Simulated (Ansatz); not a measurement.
Relaxed-ion elastic tensor of GeO₂ (rutile, space group No. 136) in GPa (Voigt order), the program Ansatz at the LDA level (PAW); density 6.33 g/cm³, 9.16 Å³ per atom.

```tsv
	1	2	3	4	5	6
1	320	197	180	0.0	0.0	0.0
2	197	320	180	0.0	0.0	0.0
3	180	180	569	0.0	0.0	0.0
4	0.0	0.0	0.0	152	0.0	0.0
5	0.0	0.0	0.0	0.0	152	0.0
6	0.0	0.0	0.0	0.0	0.0	261
```

### Question
Is the crystal mechanically stable?

### Answer
Yes: the smallest eigenvalue of C is 124 GPa.

### Question
Work out the Voigt, Reuss and Hill averages.

### Answer
K_V = 258, K_R = 245, K_H = 252; G_V = 157, G_R = 125, G_H = 141 GPa.

### Question
Give Young's modulus, Poisson's ratio, Pugh's ratio and the universal anisotropy index.

### Answer
E = 9KG/(3K + G) = 357 GPa; ν = 0.26; K/G = 1.78 (near the Pugh limit of 1.75, no verdict); A_U = 5G_V/G_R + K_V/K_R − 6 = 1.31.

### Question
Estimate the sound speeds and the Debye temperature.

### Answer
v_l = √((K + 4G/3)/ρ) = 8340 m/s, v_t = √(G/ρ) = 4720 m/s, mean 5250 m/s; Θ = (h/k)(3n/4πV)^(1/3) v_m = 747 K.

### Question
Solve the Christoffel equation for the three sound speeds along x, y, z.

### Answer
Eigenvalues of C_ijkl n_j n_l equal ρv². In km/s, slowest first: x 4.91, 6.43, 7.12; y 4.91, 6.43, 7.12; z 4.91, 4.91, 9.49.

### Question
How much does each axis shrink under pressure?

### Answer
Linear compressibilities β_i = Σ_j S_ij (j = 1 to 3): x 1.7, y 1.7, z 0.69 per TPa.

Space group P4_2/mnm (rutile). Symmetry was held in the LDA relaxation; phonons on a q-mesh show no instability.

Potentials: the later of the program's two PAW sets.
